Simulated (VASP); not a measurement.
# CdTe in VASP 6.6.1, single-point calculation

INCAR

```
NELM = 80
IBRION = -1
LWAVE = .FALSE.
ISMEAR = -1
NSW = 0
NBANDS = 16
LREAL = .FALSE.
ENCUT = 520
GGA = PE
PREC = Accurate
TIME = 2
LCHARG = .FALSE.
ISIF = 2
LASPH = .TRUE.
ALGO = Damped
SIGMA = 0.02
EDIFF = 1E-7
```

KPOINTS

```
KPOINTS created by Atomic Simulation Environment
0
Gamma
6 6 6
0 0 0
```

POSCAR

```
Cd Te
 1.0000000000000000
     0.0000000000000000    3.3783537696999999    3.3783537696999999
     3.3783537696999999    0.0000000000000000    3.3783537696999999
     3.3783537696999999    3.3783537696999999    0.0000000000000000
 Cd  Te
   1   1
Cartesian
  0.0000000000000000  0.0000000000000000  0.0000000000000000
  1.6891768848500004  1.6891768848500004  1.6891768848500004
```

The recommended PBE PAW datasets give the neutral cell 18 valence electrons.

Command

```
mpirun -np 1 vasp_std
```

OSZICAR

```
N       E                     dE             d eps       ncg     rms           ort
DAV:   1     0.172497766890E+03    0.17250E+03   -0.79614E+03   256   0.102E+03
DAV:   2     0.264761736528E+02   -0.14602E+03   -0.13078E+03   256   0.288E+02
DAV:   3    -0.542531087191E+00   -0.27019E+02   -0.26297E+02   256   0.123E+02
DAV:   4    -0.422139231583E+01   -0.36789E+01   -0.36221E+01   256   0.516E+01
DAV:   5    -0.486643353603E+01   -0.64504E+00   -0.63711E+00   256   0.181E+01
SDA:   6    -0.442840891999E+01    0.43802E+00   -0.22668E+01   256   0.113E+01   0.000E+00
DMP:   7    -0.184009297921E+01    0.25883E+01   -0.29184E+02   256   0.146E+02  -0.361E+01
DMP:   8     0.507627767626E+02    0.52603E+02   -0.78485E+03   256   0.392E+03  -0.703E+02
DMP:   9     0.213156592344E+03    0.16239E+03   -0.60485E+03   256   0.302E+03  -0.156E+03
DMP:  10     0.544960006033E+03    0.33180E+03   -0.43978E+04   256   0.220E+04  -0.475E+03
...
DMP:  72     0.233292058129E+03   -0.38068E+03   -0.23111E+03   256   0.116E+03  -0.437E+02
DMP:  73     0.614162047925E+03    0.38087E+03   -0.47781E+03   256   0.239E+03  -0.172E+03
DMP:  74     0.245103288803E+03   -0.36906E+03   -0.21334E+03   256   0.107E+03  -0.369E+02
DMP:  75     0.619415064140E+03    0.37431E+03   -0.39421E+03   256   0.197E+03  -0.138E+03
DMP:  76     0.238060671927E+03   -0.38135E+03   -0.20987E+03   256   0.105E+03  -0.294E+02
DMP:  77     0.624164593950E+03    0.38610E+03   -0.44260E+03   256   0.221E+03  -0.158E+03
DMP:  78     0.253267154982E+03   -0.37090E+03   -0.20775E+03   256   0.104E+03  -0.375E+02
DMP:  79     0.631346916421E+03    0.37808E+03   -0.36151E+03   256   0.181E+03  -0.129E+03
DMP:  80     0.242985470096E+03   -0.38836E+03   -0.20814E+03   256   0.104E+03  -0.295E+02
   1 F= 0.24298547E+03 E0= 0.24298686E+03  d E =-.277857E-02
```

Standard output (part)

```
POSCAR found type information on POSCAR CdTe
 POSCAR found :  2 types and       2 ions
 LDA part: xc-table for (Slater+PW92), standard interpolation
 POSCAR, INCAR and KPOINTS ok, starting setup
 WAVECAR not read
 entering main loop
 final diagonalization occupied
|     The electronic self-consistency was not achieved in the given           |
|     number of steps (NELM). The forces and other quantities evaluated       |
|     might not be reliable so examine the results carefully. If you find     |
|     spurious results, we suggest increasing NELM, if you were close to      |
|     convergence or switching to a different ALGO or adjusting the           |
|     density mixing parameters otherwise.                                    |
```

It didn't converge.

Problem. Find the fault in these files.

Solution. Damping step far too long. It didn't converge.
